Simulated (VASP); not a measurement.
# H2 in VASP: a series of runs

One molecule, H2, is run at these levels: LDA, PBE, PBEsol; tasks: relaxation of the atoms.

Program: VASP 6.6.1. These are calculated values, not measurements. Logs are shortened: lines on timing, memory, paths and dates and some standing lists are left out, and cuts for length are marked.

**1. The molecule as given**

The cell holds a molecule in a box, 2 atoms: a = 9.000 Å, b = 9.600 Å, c = 10.200 Å, α = 90.00°, β = 90.00°, γ = 90.00°.

**2. Relaxation of the atoms, LDA**

Input file INCAR:

```
PREC = Accurate
ENCUT = 300
EDIFF = 1E-6
ISMEAR = 0
SIGMA = 0.01
LREAL = False
LASPH = True
NELM = 80
ALGO = Fast
ISIF = 2
LWAVE = False
LCHARG = False
GGA = CA
IBRION = 2
NSW = 40
EDIFFG = -0.005
```

Input file KPOINTS:

```
Automatic mesh
0
Gamma
  1 1 1
```

Input file POSCAR:

```
H
1.0
    9.0000000000      0.0000000000      0.0000000000
    0.0000000000      9.6000000000      0.0000000000
    0.0000000000      0.0000000000     10.2000000000
H
2
Direct
    0.5000000000      0.5000000000      0.5362745100
    0.5000000000      0.5000000000      0.4637254900
```

Potentials or basis: VASP PAW LDA potentials, release 64 (H).

Command:

```bash
$ cat potpaw_LDA.64/H/POTCAR > POTCAR
$ mpirun -np 1 vasp_gam > vasp.out
```

OUTCAR:

```text
PREC = Accurate
   ENCUT = 300
   EDIFF = 1E-6
   ISMEAR = 0
   LREAL = False
   LASPH = True
   NELM = 80
   ISIF = 2
   GGA = CA
   IBRION = 2
   NSW = 40
   EDIFFG = -0.005

 ion  position               nearest neighbor table
   1  0.500  0.500  0.536-   2 0.74
   2  0.500  0.500  0.464-   1 0.74

  LATTYP: Found a simple orthorhombic cell.
 ALAT       =     9.0000000000
 B/A-ratio  =     1.0666666667
 C/A-ratio  =     1.1333333333

  Lattice vectors:

 A1 = (   9.0000000000,   0.0000000000,   0.0000000000)
 A2 = (   0.0000000000,   9.6000000000,   0.0000000000)
 A3 = (   0.0000000000,   0.0000000000,  10.2000000000)

Analysis of symmetry for initial positions (statically):
=====================================================================
 Subroutine PRICEL returns:
 Original cell was already a primitive cell.

 Routine SETGRP: Setting up the symmetry group for a
 simple orthorhombic supercell.

 Subroutine GETGRP returns: Found  8 space group operations
 (whereof  8 operations were pure point group operations)
 out of a pool of  8 trial point group operations.

The static configuration has the point symmetry D_2h.

Analysis of symmetry for dynamics (positions and initial velocities):
=====================================================================
 Subroutine PRICEL returns:
 Original cell was already a primitive cell.

 Routine SETGRP: Setting up the symmetry group for a
 simple orthorhombic supercell.

 Subroutine GETGRP returns: Found  8 space group operations
 (whereof  8 operations were pure point group operations)
 out of a pool of  8 trial point group operations.

The dynamic configuration has the point symmetry D_2h.

 Subroutine INISYM returns: Found  8 space group operations
 (whereof  8 operations are pure point group operations),
 and found     1 'primitive' translations

----------------------------------------------------------------------------------------

                                     Primitive cell

  volume of cell :     881.2800

  direct lattice vectors                    reciprocal lattice vectors
     9.000000000  0.000000000  0.000000000     0.111111111  0.000000000  0.000000000
     0.000000000  9.600000000  0.000000000     0.000000000  0.104166667  0.000000000
     0.000000000  0.000000000 10.200000000     0.000000000  0.000000000  0.098039216

  length of vectors
     9.000000000  9.600000000 10.200000000     0.111111111  0.104166667  0.098039216

  position of ions in fractional coordinates (direct lattice)
     0.500000000  0.500000000  0.536274510
     0.500000000  0.500000000  0.463725490

  ion indices of the primitive-cell ions
   primitive index   ion index
                 1           1
                 2           2

----------------------------------------------------------------------------------------

 KPOINTS: Automatic mesh

Automatic generation of k-mesh.
 Grid dimensions read from file:
 generate k-points for:    1    1    1

 Generating k-lattice:

  Cartesian coordinates                     Fractional coordinates (reciprocal lattice)
     0.111111111  0.000000000  0.000000000     1.000000000  0.000000000  0.000000000
     0.000000000  0.104166667  0.000000000     0.000000000  1.000000000  0.000000000
     0.000000000  0.000000000  0.098039216     0.000000000  0.000000000  1.000000000

  Length of vectors
     0.111111111  0.104166667  0.098039216

  Shift w.r.t. Gamma in fractional coordinates (k-lattice)
     0.000000000  0.000000000  0.000000000

 Subroutine IBZKPT returns following result:
 ===========================================

 Found      1 irreducible k-points:

 Following reciprocal coordinates:
            Coordinates               Weight
  0.000000  0.000000  0.000000      1.000000
   k-points           NKPTS =      1   k-points in BZ     NKDIM =      1   number of bands    NBANDS=      5
   number of dos      NEDOS =    301   number of ions     NIONS =      2
   total plane-waves  NPLWV = 174960
   dimension x,y,z NGX =    54 NGY =   54 NGZ =   60
   dimension x,y,z NGXF=   108 NGYF=  108 NGZF=  120
   ions per type =               2
   NGX,Y,Z   is equivalent  to a cutoff of   9.97,  9.35,  9.78 a.u.
   NGXF,Y,Z  is equivalent  to a cutoff of  19.95, 18.70, 19.56 a.u.
 SYSTEM =  unknown system
   PREC   = accura    normal or accurate (medium, high low for compatibility)
   ISTART =      0    job   : 0-new  1-cont  2-samecut
   ICHARG =      2    charge: 1-file 2-atom 10-const
   ISPIN  =      1    spin polarized calculation?
   LNONCOLLINEAR =      F non collinear calculations
   LSORBIT =      F    spin-orbit coupling
   LASPH  =      T    aspherical Exc in radial PAW
   ENCUT  =  300.0 eV  22.05 Ry    4.70 a.u.  12.71 13.56 14.41*2*pi/ulx,y,z
   NELM   =     80;   NELMIN=  2; NELMDL= -5     # of ELM steps
   EDIFF  = 0.1E-05   stopping-criterion for ELM
   LREAL  =      F    real-space projection
   EDIFFG = -.5E-02   stopping-criterion for IOM
   NSW    =     40    number of steps for IOM
   IBRION =      2    ionic relax: 0-MD 1-quasi-New 2-CG
   NFREE  =      1    steps in history (QN), initial steepest desc. (CG)
   ISIF   =      2    stress and relaxation
   ISYM   =      2    0-nonsym 1-usesym 2-fastsym
   POTIM  = 0.5000    time-step for ionic-motion
   TEBEG  =    0.0;   TEEND  =   0.0 temperature during run
   PSTRESS=    0.0 pullay stress
   NELECT =       2.0000    total number of electrons
   NUPDOWN=      -1.0000    fix difference up-down
   EMIN   =  10.00;   EMAX   =-10.00  energy-range for DOS
   EFERMI =   0.00;   METHOD = LEGACY
   ISMEAR =     0;   SIGMA  =   0.01  broadening in eV -4-tet -1-fermi 0-gaus
   EFERMI_NEDOS =   21; number of points for ismear=-14 and -15
   IALGO  =     68    algorithm
   IMIX   =      4    mixing-type and parameters
     AMIX     =   0.40;   BMIX     =  1.00
     AMIX_MAG =   1.60;   BMIX_MAG =  1.00
  volume/ion in A,a.u.               =     440.64      2973.59
  Fermi-wavevector in a.u.,A,eV,Ry     =   0.215136  0.406548  0.629726  0.046284
  Thomas-Fermi vector in A             =   0.989033
   LORBIT       =      0    0 simple, 1 ext, 2 COOP (PROOUT), +10 PAW based schemes
   GGA     = CA    functional components
   LHFCALC =     F    Hartree Fock is set to
   AEXX    =    0.0000 exact exchange contribution
   IVDW    =     0    specifies the selected vdW correction
   LEPSILON=     F    determine dielectric tensor
   LRPA    =     F    only Hartree local field effects (RPA)
 conjugate gradient relaxation of ions
 non-spin polarized calculation
 RMM-DIIS sequential band-by-band and
 Gauss-broadening in eV      SIGMA  =   0.01
  energy-cutoff  :      300.00
  volume of cell :      881.28
 maximum number of plane-waves:      5194
 NGX is ok and might be reduce to    50
   NGX = 25   NGY = 27   NGZ = 29

--------------------------------------- Ionic step        1  -------------------------------------------

 number of electron       1.9999998 magnetization

 Free energy of the ion-electron system (eV)
  ---------------------------------------------------
  ext. energy  EPLUGINS =         0.00000000
  ---------------------------------------------------
  free energy    TOTEN  =        -6.63908372 eV

  energy without entropy =       -6.63908372  energy(sigma->0) =       -6.63908372

------------------------ aborting loop because EDIFF is reached ----------------------------------------

  FORCE on cell =-STRESS in cart. coord.  units (eV):
  Direction    XX          YY          ZZ          XY          YZ          ZX
  --------------------------------------------------------------------------------------
  -------------------------------------------------------------------------------------
  Total       -0.3311328     -0.3314944      0.3458367     -0.0000000      0.0000000      0.0000000
  in kB       -0.6020033     -0.6026607      0.6287351     -0.0000000      0.0000000      0.0000000
  external PRESSURE =      -0.1919763 kB  Pullay stress =       0.0000000 kB
[... 23 lines left out ...]
--------------------------------------- Ionic step        2  -------------------------------------------

 number of electron       2.0000000 magnetization

 E-fermi :  -9.7514     XC(G=0):  -0.4365

 val. band max:       -9.8163220517   @ k =   0.0000   0.0000   0.0000
 cond. band min:      -0.1614076722   @ k =   0.0000   0.0000   0.0000
 fundamental gap:      9.6549143795
 Fermi energy:        -9.7513826883

 k-point     1 :       0.0000    0.0000    0.0000
  band No.  band energies     occupation
      1      -9.8163      2.00000
      2      -0.1614      0.00000
      3       0.1047      0.00000
      4       1.0106      0.00000
      5       1.1593      0.00000
[... 63 lines left out ...]
  FREE ENERGIE OF THE ION-ELECTRON SYSTEM (eV)
  ---------------------------------------------------
  free  energy   TOTEN  =        -6.6509702594 eV

  energy  without entropy=       -6.6509702594  energy(sigma->0) =       -6.65097026

[... ionic steps 4 to 13 ...]

--------------------------------------- Ionic step       14  -------------------------------------------

 number of electron       1.9999998 magnetization

------------------------ aborting loop because EDIFF is reached ----------------------------------------
[... 67 lines left out ...]
--------------------------------------- Ionic step       16  -------------------------------------------

 number of electron       1.9999998 magnetization

 Free energy of the ion-electron system (eV)
  ---------------------------------------------------
  ext. energy  EPLUGINS =         0.00000000
  ---------------------------------------------------
  free energy    TOTEN  =        -6.65097085 eV

  energy without entropy =       -6.65097085  energy(sigma->0) =       -6.65097085

 E-fermi : -10.0191     XC(G=0):  -0.4140

 val. band max:      -10.0858509577   @ k =   0.0000   0.0000   0.0000
 cond. band min:      -0.1500833996   @ k =   0.0000   0.0000   0.0000
 fundamental gap:      9.9357675581
 Fermi energy:       -10.0191086193

 k-point     1 :       0.0000    0.0000    0.0000
  band No.  band energies     occupation
      1     -10.0859      2.00000
      2      -0.1501      0.00000
      3       0.3245      0.00000
      4       1.0429      0.00000
      5       1.1945      0.00000
[... 27 lines left out ...]
  FREE ENERGIE OF THE ION-ELECTRON SYSTEM (eV)
  ---------------------------------------------------
  free  energy   TOTEN  =        -6.6509708512 eV

  energy  without entropy=       -6.6509708512  energy(sigma->0) =       -6.65097085

 reached required accuracy - stopping structural energy minimisation
```

Run time: 22 s. Hardware: 1 thread of Intel Xeon Platinum 8488C (Sapphire Rapids), shared host; peak memory 0.28 GiB.

What came out:

| Item | Value |
| --- | --- |
| Free energy | -6.6510 eV |
| Energy gained by relaxing | 5.9 meV/atom |
| Ionic steps | 16 |
| Gap between the frontier levels | 9.94 eV |

Forces in eV/Å, atoms in the order of the input:
```
H    0.000  0.000  0.003
H    0.000  0.000 -0.003
```

Step by step:
| step | energy change (eV) | largest force (eV/Å) | pressure (GPa) |
| --- | --- | --- | --- |
| 1 | 0.0000 | 0.9116 | -0.02 |
| 2 | 0.0389 | 1.5603 | -0.14 |
| 3 | -0.0119 | 0.0060 | -0.06 |
| 4 | -0.0119 | 0.0095 | -0.06 |
| 5 | -0.0119 | 0.0105 | -0.06 |
| 6 | -0.0119 | 0.0097 | -0.06 |
| 7 | -0.0119 | 0.0096 | -0.06 |
| 8 | -0.0119 | 0.0096 | -0.06 |
| 9 | -0.0119 | 0.0096 | -0.06 |
| 10 | -0.0119 | 0.0096 | -0.06 |
| 11 | -0.0119 | 0.0095 | -0.06 |
| 12 | -0.0119 | 0.0092 | -0.06 |
| 13 | -0.0119 | 0.0088 | -0.06 |
| 14 | -0.0119 | 0.0080 | -0.06 |
| 15 | -0.0119 | 0.0063 | -0.06 |
| 16 | -0.0119 | 0.0029 | -0.06 |

Final structure:
```
H
1.0
     9.00000    0.00000    0.00000
     0.00000    9.60000    0.00000
     0.00000    0.00000   10.20000
H
2
Direct
  0.50000 0.50000 0.53759
  0.50000 0.50000 0.46241
```

Caveat: the cutoff is under 1.25 times the usual one of these potentials, so pressure, stress and relaxed cells hold a basis-set (Pulay) error. A hybrid or GW would open this gap; LDA tends to underestimate it.

**3. Relaxation of the atoms, PBE**

Edit INCAR of step 2 so:

```diff
@@ -12,3 +12,3 @@
 LCHARG = False
-GGA = CA
+GGA = PE
 IBRION = 2
```

KPOINTS is that of step 2.

POSCAR is that of step 2.

Potentials or basis: VASP PAW PBE potentials, release 64 (H).

Command:

```bash
$ cat potpaw_PBE.64/H/POTCAR > POTCAR
$ mpirun -np 1 vasp_gam > vasp.out
```

Run time: 25 s. Hardware: 1 thread of Intel Xeon Platinum 8488C (Sapphire Rapids), shared host; peak memory 0.39 GiB.

The run converged. Its results:

```
Free energy                     : -6.7266 eV
Energy gained by relaxing       : 1.0 meV/atom
Ionic steps                     : 3
Gap between the frontier levels : 10.09 eV
```

The path:
```
step  energy change (eV)  largest force (eV/Å)  pressure (GPa)
   1              0.0000                0.3664           -0.05
   2              0.0078                0.7597           -0.10
   3             -0.0019                0.0017           -0.06
```

Final structure:
```
H
1.0
     9.00000    0.00000    0.00000
     0.00000    9.60000    0.00000
     0.00000    0.00000   10.20000
H
2
Direct
  0.50000 0.50000 0.53679
  0.50000 0.50000 0.46321
```

Levels at points of the mesh, in eV from the valence-band top:
| k point | band 1 | band 2 | band 3 | band 4 | band 5 |
| --- | --- | --- | --- | --- | --- |
| (0.00, 0.00, 0.00) | 0.00 | 10.09 | 10.63 | 11.29 | 11.44 |

Caveat: the cutoff is under 1.25 times the usual one of these potentials, so pressure, stress and relaxed cells hold a basis-set (Pulay) error. PBE gaps usually lie below the measured ones, often by a third to a half.

**4. Relaxation of the atoms, PBEsol**

Edit INCAR of step 3 so:

```diff
@@ -12,3 +12,3 @@
 LCHARG = False
-GGA = PE
+GGA = PS
 IBRION = 2
```

KPOINTS is that of step 3.

POSCAR is that of step 3.

Command:

```bash
$ cat potpaw_PBE.64/H/POTCAR > POTCAR
$ mpirun -np 1 vasp_gam > vasp.out
```

Wall time 28 s (1 thread of Intel Xeon Platinum 8488C (Sapphire Rapids), shared host); peak memory 0.39 GiB.

The run converged. Its results:

- Free energy: -6.4749 eV
- Energy gained by relaxing: 3.1 meV/atom
- Ionic steps: 3
- Gap between the frontier levels: 9.91 eV

Forces on the atoms (eV/Å):
```
H    0.000  0.000 -0.003
H    0.000  0.000  0.003
```

Step by step:
```tsv
step	energy change (eV)	largest force (eV/Å)	pressure (GPa)
1	0.0000	0.6626	-0.03
2	0.0227	1.2383	-0.12
3	-0.0063	0.0025	-0.06
```

Final structure:
```yaml
crystal:
  lattice:
    - [9.00000, 0.00000, 0.00000]
    - [0.00000, 9.60000, 0.00000]
    - [0.00000, 0.00000, 10.20000]
  atoms:
    - { symbol: H, position: [0.50000, 0.50000, 0.53723] }
    - { symbol: H, position: [0.50000, 0.50000, 0.46277] }
```

Levels at points of the mesh, in eV from the valence-band top:
```
           k point  band 1  band 2  band 3  band 4
(0.00, 0.00, 0.00)    0.00    9.91   10.48   11.13
```

Caveat: the cutoff is under 1.25 times the usual one of these potentials, so pressure, stress and relaxed cells hold a basis-set (Pulay) error; the PAW data sets were made with another functional, which shifts forces and pressure a little. As with any semilocal functional, this PBEsol gap is likely too small.

**5. Overview**

| level | potentials or basis | gap on the mesh (eV) |
| --- | --- | --- |
| LDA | VASP PAW LDA potentials, release 64 (H) | 9.94 |
| PBE | VASP PAW PBE potentials, release 64 (H) | 10.09 |
| PBEsol | VASP PAW PBE potentials, release 64 (H) | 9.91 |

Alike in all rows: task relaxation of the atoms; no spin polarisation; cell atoms relaxed; k mesh 1 × 1 × 1; cutoff (eV) 300; smearing gaussian 0.01 eV.

Caveats: the cutoff is under 1.25 times the usual one of these potentials, so pressure, stress and relaxed cells hold a basis-set (Pulay) error; the PAW data sets were made with another functional, which shifts forces and pressure a little (some runs).

Absolute energies hang on the potentials; compare differences alone.
